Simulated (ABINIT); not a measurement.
# NiO (Fm-3m) in ABINIT: Hubbard U by linear response with LDA-PZ+U

Aim: the Hubbard U by linear response of NiO with LDA-PZ+U.

Program: ABINIT 10.8.3 (patched build). These are calculated values, not measurements. Logs are shortened: lines on timing, memory, paths and dates and some standing lists are left out, and cuts for length are marked. The log counts tension as positive stress, the text compression.

### 1 The crystal as given

The structure is cubic, space group Fm-3m (No. 225). Conventional cell: a = 4.183 Å, b = 4.183 Å, c = 4.183 Å, α = 90.00°, β = 90.00°, γ = 90.00°. Ni (site symmetry m-3m) is surrounded by 6 O at 2.09 Å. O (site symmetry m-3m) is surrounded by 6 Ni at 2.09 Å.

### 2 Hubbard U by linear response, LDA-PZ+U, collinear spin, ferromagnetic start

Contents of run.abi:

```
# Datasets
ndtset 2

# Pseudopotentials
pp_dirpath "./"
pseudos "Ni.LDA_PW-JTH.xml, O.LDA_PW-JTH.xml"

# Structure
acell 3*1.0
rprim
     0.0000000000     3.9520022157     3.9520022157
     3.9520022157     0.0000000000     3.9520022157
     3.9520022157     3.9520022157     0.0000000000
ntypat 2
znucl 28 8
natom 2
typat 1 2
xred
            0.0            0.0            0.0
            1/2            1/2            1/2

# Plane-wave basis
ecut 41.0
pawecutdg 63.0

# k points
kptopt 2
ngkpt 6 6 6
nshiftk 1
shiftk 0.0 0.0 0.0

# Exchange and correlation
ixc -1009

# Bands and occupations
nband 17
occopt 3
tsmear 0.05 eV

# Spin
nsppol 2
spinat
     0.0000000000     0.0000000000     1.0000000000
     0.0000000000     0.0000000000     0.0000000000
nsym 1

# DFT+U
usepawu 1
lpawu 2 -1
upawu 0.0 0.0 eV
jpawu 0.0 0.0 eV
dmatpuopt 3

# SCF cycle
nstep 120
tolvrs 1.0e-9

# Output
prteig 0
prtebands 0
prtden 0
prtwf 0

# Linear response
irdwfk 1
macro_uj 1
pawujat 1
pawujv1 -0.1 eV
pawujv2 0.1 eV
```

Contents of gs.abi:

```
# Pseudopotentials
pp_dirpath "./"
pseudos "Ni.LDA_PW-JTH.xml, O.LDA_PW-JTH.xml"

# Structure
acell 3*1.0
rprim
     0.0000000000     3.9520022157     3.9520022157
     3.9520022157     0.0000000000     3.9520022157
     3.9520022157     3.9520022157     0.0000000000
ntypat 2
znucl 28 8
natom 2
typat 1 2
xred
            0.0            0.0            0.0
            1/2            1/2            1/2

# Plane-wave basis
ecut 41.0
pawecutdg 63.0

# k points
kptopt 2
ngkpt 6 6 6
nshiftk 1
shiftk 0.0 0.0 0.0

# Exchange and correlation
ixc -1009

# Bands and occupations
nband 17
occopt 3
tsmear 0.05 eV

# Spin
nsppol 2
spinat
     0.0000000000     0.0000000000     1.0000000000
     0.0000000000     0.0000000000     0.0000000000
nsym 1

# DFT+U
usepawu 1
lpawu 2 -1
upawu 0.0 0.0 eV
jpawu 0.0 0.0 eV
dmatpuopt 3

# SCF cycle
nstep 120
tolvrs 1.0e-9

# Output
prteig 0
prtebands 0
prtden 0
```

Potentials or basis: JTH PAW LDA v2.0.

Launch:

```bash
> abinit gs.abi > log 2>&1
> ln -s gso_WFK runi_DS1_WFK
> ln -s gso_WFK runi_DS2_WFK
> abinit run.abi > log 2>&1
> lruj runo_DS1_LRUJ.nc runo_DS2_LRUJ.nc > lruj.log 2>&1
```

run.abo:

```text
.Version 10.8.3 of ABINIT
 DATASET    1 : space group P1 (#  1); Bravais aP (primitive triclinic)
================================================================================
 Values of the parameters that define the memory need for DATASET  1.
     intxc =       0    ionmov =       0      iscf =      17    lmnmax =      18
     lnmax =       6     mgfft =      36  mpssoang =       3    mqgrid =    3001
     natom =       2  nloc_mem =       2    nspden =       2   nspinor =       1
    nsppol =       2      nsym =       1    n1xccc =       1    ntypat =       2
    occopt =       3   xclevel =       1
       mpw =        1558          nfft =       46656          nkpt =         112
 PAW method is used; the additional fine FFT grid is defined by:
   mgfftf=        40    nfftf =     64000
================================================================================
================================================================================

 DATASET    2 : space group P1 (#  1); Bravais aP (primitive triclinic)
================================================================================
 Values of the parameters that define the memory need for DATASET  2.
     intxc =       0    ionmov =       0      iscf =      17    lmnmax =      18
     lnmax =       6     mgfft =      36  mpssoang =       3    mqgrid =    3001
     natom =       2  nloc_mem =       2    nspden =       2   nspinor =       1
    nsppol =       2      nsym =       1    n1xccc =       1    ntypat =       2
    occopt =       3   xclevel =       1
       mpw =        1558          nfft =       46656          nkpt =         112
 PAW method is used; the additional fine FFT grid is defined by:
   mgfftf=        40    nfftf =     64000
================================================================================
================================================================================

--------------------------------------------------------------------------------
------------- Echo of variables that govern the present computation ------------
--------------------------------------------------------------------------------
 -outvars: echo values of preprocessed input variables --------
            acell      1.0000000000E+00  1.0000000000E+00  1.0000000000E+00 Bohr
              amu      5.86900000E+01  1.59994000E+01
         atvshift1      -0.00367   -0.00367   -0.00367   -0.00367   -0.00367
                        -0.00367   -0.00367   -0.00367   -0.00367   -0.00367
                         0.00000    0.00000    0.00000    0.00000    0.00000
                         0.00000    0.00000    0.00000    0.00000    0.00000
         atvshift2       0.00367    0.00367    0.00367    0.00367    0.00367
                         0.00367    0.00367    0.00367    0.00367    0.00367
                         0.00000    0.00000    0.00000    0.00000    0.00000
                         0.00000    0.00000    0.00000    0.00000    0.00000
           diemix      4.50000000E-01
        dmatpuopt           3
             ecut      4.10000000E+01 Hartree
           irdwfk           1
                       outvar_i_n : Printing only first  50 k-points.
              ixc       -1009
           jdtset        1    2
                       outvar_i_n : Printing only first  50 k-points.
           kptopt           2
         kptrlatt        6    0    0      0    6    0      0    0    6
          kptrlen      3.35338508E+01
            lpawu           2      -1
         macro_uj        1
            natom           2
            nband          17
        natvshift        5
           ndtset           2
            ngfft          36      36      36
          ngfftdg          40      40      40
             nkpt         112
           nspden           2
           nsppol           2
            nstep         120
             nsym           1
           ntypat           2
                       prtocc : prtvol=0, do not print more k-points.
                       1.000000  1.000000  1.000000  1.000000  1.000000  1.000000
                       1.000000  1.000000  1.000000  1.000000  1.000000  1.000000
                       0.000000  0.000000  0.000000  0.000000  0.000000
                       1.000000  1.000000  1.000000  1.000000  1.000000  1.000000
                       1.000000  1.000000  1.000000  1.000000  1.000000  1.000000
                       0.000000  0.000000  0.000000  0.000000  0.000000
                       1.000000  1.000000  1.000000  1.000000  1.000000  1.000000
                       1.000000  1.000000  1.000000  1.000000  1.000000  1.000000
                       0.000000  0.000000  0.000000  0.000000  0.000000
                       1.000000  1.000000  1.000000  1.000000  1.000000  1.000000
                       1.000000  1.000000  1.000000  1.000000  1.000000  1.000000
                       0.000000  0.000000  0.000000  0.000000  0.000000
                       1.000000  1.000000  1.000000  1.000000  1.000000  1.000000
                       1.000000  1.000000  1.000000  1.000000  1.000000  1.000000
                       0.000000  0.000000  0.000000  0.000000  0.000000
                       1.000000  1.000000  1.000000  1.000000  1.000000  1.000000
                       1.000000  1.000000  1.000000  1.000000  1.000000  1.000000
[... 619 lines left out ...]
 URES       3     27     9.68040     4.85446     3.90392     3.77666
 URES       4     64    15.80800     4.96218     3.99055     3.86046
 URES       5    125    16.76690     5.00060     4.02144     3.89035
 URES       6    216    23.71200     5.01758     4.03511     3.90357

 ---------- calculate U, (J) end --------------

================================================================================

 ----iterations are completed or convergence reached----

 Mean square residual over all n,k,spin=   48.154E-15; max=  51.968E-14
 reduced coordinates (array xred) for    2 atoms
       0.000000000000      0.000000000000      0.000000000000
       0.500000000000      0.500000000000      0.500000000000
 rms dE/dt=  6.2464E-10; max dE/dt=  5.1656E-10; dE/dt below (all hartree)
    1      -0.000000000692      0.000000000327     -0.000000000757
    2       0.000000000517     -0.000000000926     -0.000000000242

 cartesian coordinates (angstrom) at end:
    1      0.00000000000000     0.00000000000000     0.00000000000000
    2      2.09130950856783     2.09130950856783     2.09130950856783

 cartesian forces (hartree/bohr) at end:
    1     -0.00000000012314     0.00000000018821    -0.00000000003534
    2      0.00000000012314    -0.00000000018821     0.00000000003534
 frms,max,avg= 1.3144900E-10 1.8821237E-10   9.005E-11  3.636E-11 -1.419E-11 h/b

 cartesian forces (eV/Angstrom) at end:
    1     -0.00000000633220     0.00000000967827    -0.00000000181715
    2      0.00000000633220    -0.00000000967827     0.00000000181715
 frms,max,avg= 6.7593791E-09 9.6782690E-09   4.631E-09  1.870E-09 -7.298E-10 e/A
 length scales=  1.000000000000  1.000000000000  1.000000000000 bohr
              =  0.529177210544  0.529177210544  0.529177210544 angstroms
 Fermi (or HOMO) energy (hartree) =   0.32704   Average Vxc (hartree)=  -0.48127
 Magnetization (Bohr magneton)=  1.33512419E-08
 Total spin up =  1.20000000E+01   Total spin down =  1.20000000E+01
 Eigenvalues (hartree) for nkpt= 112  k points, SPIN UP:
 kpt#   1, nband= 17, wtk=  0.00463, kpt=  0.0000  0.0000  0.0000 (reduced coord)
  -3.42946   -1.98992   -1.98992   -1.98992   -0.41184    0.21491    0.21491    0.21491
   0.26452    0.26452    0.26452    0.27157    0.27157    0.38688    0.97778    1.02288
   1.02288
      occupation numbers for kpt#   1
   1.00000    1.00000    1.00000    1.00000    1.00000    1.00000    1.00000    1.00000
   1.00000    1.00000    1.00000    1.00000    1.00000    0.00000    0.00000    0.00000
   0.00000
 prteigrs : prtvol=0 or 1, do not print more k-points.

 Eigenvalues (hartree) for nkpt= 112  k points, SPIN DOWN:
 kpt#   1, nband= 17, wtk=  0.00463, kpt=  0.0000  0.0000  0.0000 (reduced coord)
  -3.42946   -1.98992   -1.98992   -1.98992   -0.41184    0.21491    0.21491    0.21491
   0.26452    0.26452    0.26452    0.27157    0.27157    0.38688    0.97778    1.02288
   1.02288
      occupation numbers for kpt#   1
   1.00000    1.00000    1.00000    1.00000    1.00000    1.00000    1.00000    1.00000
   1.00000    1.00000    1.00000    1.00000    1.00000    0.00000    0.00000    0.00000
   0.00000
 prteigrs : prtvol=0 or 1, do not print more k-points.

--- !EnergyTerms
iteration_state     : {dtset: 2, }
comment             : Components of total free energy in Hartree
kinetic             :  3.63384779268459E+01
hartree             :  4.75650454940700E+01
xc                  : -9.39504676473448E+00
Ewald energy        : -1.19302352761584E+02
psp_core            :  5.11785203927862E+00
local_psp           : -1.42635675753808E+02
PAW spherical_terms : -4.79293734846073E+00
internal            : -1.87104637168393E+02
'-kT*entropy'       : -3.46714961195742E-04
total_energy        : -1.87104983883354E+02
total_energy_eV     : -5.09138598499799E+03
...

--- !EnergyTermsDC
iteration_state     : {dtset: 2, }
comment             : '"Double-counting" decomposition of free energy'
band_energy         : -1.64577778481610E+01
Ewald energy        : -1.19302352761584E+02
psp_core            :  5.11785203927862E+00
xc_dc               : -4.46470573309003E+01
PAW spherical_terms : -1.17874903929872E+01
internal            : -1.87076826294354E+02
'-kT*entropy'       : -3.46714961195742E-04
total_energy_dc     : -1.87077173009315E+02
total_energy_dc_eV  : -5.09062921256269E+03
...

--- !EnergyTermsWithPAWCore
iteration_state     : {dtset: 2, }
comment             : 'Components of total free energy, including PAW core contributions'
Total energy        : -1.59312855033718E+03
Total energy DC     : -1.59310073946314E+03
Total energy (eV)   : -4.33512363227248E+04
Total energy DC (eV): -4.33504795502895E+04
...

 Cartesian components of stress tensor (hartree/bohr^3)
  sigma(1 1)=  7.19242012E-04  sigma(3 2)= -1.64020685E-11
  sigma(2 2)=  7.19241999E-04  sigma(3 1)=  2.18763942E-11
  sigma(3 3)=  7.19241994E-04  sigma(2 1)=  2.97919617E-12

-Cartesian components of stress tensor (GPa)         [Pressure= -2.1161E+01 GPa]
- sigma(1 1)=  2.11608306E+01  sigma(3 2)= -4.82565516E-07
- sigma(2 2)=  2.11608302E+01  sigma(3 1)=  6.43625737E-07
- sigma(3 3)=  2.11608300E+01  sigma(2 1)=  8.76509775E-08

== END DATASET(S) ==============================================================
================================================================================

 -outvars: echo values of variables after computation  --------
            acell      1.0000000000E+00  1.0000000000E+00  1.0000000000E+00 Bohr
           etotal1    -1.8713287191E+02
           etotal2    -1.8707717301E+02
            fcart1     1.1698965069E-12  1.9986813377E-11 -4.6469557537E-11
                      -1.1698965069E-12 -1.9986813377E-11  4.6469557537E-11
            fcart2    -1.2314161105E-10  1.8821236661E-10 -3.5337853036E-11
                       1.2314161105E-10 -1.8821236661E-10  3.5337853036E-11
            rprim      0.0000000000E+00  3.9520022157E+00  3.9520022157E+00
                       3.9520022157E+00  0.0000000000E+00  3.9520022157E+00
                       3.9520022157E+00  3.9520022157E+00  0.0000000000E+00
           strten1     7.2423578047E-04  7.2423578949E-04  7.2423580516E-04
                       1.6776841632E-11 -1.0167151754E-11  1.2942132883E-12
           strten2     7.1924201155E-04  7.1924199927E-04  7.1924199394E-04
                      -1.6402068514E-11  2.1876394160E-11  2.9791961723E-12
           xangst      0.0000000000E+00  0.0000000000E+00  0.0000000000E+00
                       2.0913095086E+00  2.0913095086E+00  2.0913095086E+00
             xred      0.0000000000E+00  0.0000000000E+00  0.0000000000E+00
                       5.0000000000E-01  5.0000000000E-01  5.0000000000E-01
 Calculation completed.
```

It took 6.4 min on 1 thread of Intel Xeon 6975P-C (Granite Rapids), shared host; peak memory 0.23 GiB.

What came out:

| Property | Result |
| --- | --- |
| Free energy | -5091.3865 eV |
| Pressure | -21.2 GPa |
| Band gap on the k mesh | none (metal or under the smearing width) |
| Net moment | 0.00 μB per cell |
| Hubbard U from linear response | 5.06 eV |

Eigenvalues of the final occupation matrices:
| site | spin | trace | eigenvalues |
| --- | --- | --- | --- |
| atom 1 | 1 | 3.79 | 0.59 0.59 0.87 0.87 0.87 |
| atom 1 | 2 | 3.79 | 0.59 0.59 0.87 0.87 0.87 |

Caveat: the k mesh is coarse (spacing up to 0.43 Å⁻¹), so the values aren't converged; the shifted atom has its images in every cell, so this scalar value isn't converged in cell size and belongs to these projectors alone; the starting moments collapsed, and a magnetic state may lie lower.
